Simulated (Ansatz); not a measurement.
# Gd: the cost of one run

Method: DFT, PBE, all-electron LAPW, scalar-relativistic, in Ansatz 0.2.0.

### 1 The starting structure

Symmetry: Im-3m, No. 229, cubic system. The conventional cell has a = 4.050 Å, b = 4.050 Å, c = 4.050 Å, α = 90.00°, β = 90.00°, γ = 90.00°. Gd (site symmetry m-3m) is surrounded by 8 Gd at 3.51 Å.

Structure file:

```
CELL_PARAMETERS angstrom
-2.02500 2.02500 2.02500
2.02500 -2.02500 2.02500
2.02500 2.02500 -2.02500
ATOMIC_POSITIONS crystal
Gd 0.00000 0.00000 0.00000
```

### 2 Free moments, LAPW

input.yaml

```yaml
crystal:
  lattice:
    - [-2.025, 2.025, 2.025]
    - [2.025, -2.025, 2.025]
    - [2.025, 2.025, -2.025]
  atoms:
    - { symbol: Gd, position: [0.0, 0.0, 0.0], spin: 7.0 }
magnetization:
  spin_polarized: true
kpoints:
  mp_grid: { grid: [11, 11, 11] }
scf:
  occupations: { method: fermi_dirac, width: 0.03 }
hamiltonian:
  xc: pbe
  pseudopotentials: { kind: all_electron, lapw: { basis_error: 0.001 } }
output:
  forces: true
  stress: true
  eigenvalues: false
  populations: true
```

Started as:

```console
$ ansatz run input.yaml --threads 1 --pin off --max-ram 3072MiB --backend cpu --events-out ev --progress --plain --runs-dir out
```

Q: Estimate wall time and peak memory on 1 thread of Intel Xeon Platinum 8375C at 2.90GHz (Ice Lake), shared host.

About 14 s, with a peak of 0.4 GiB.
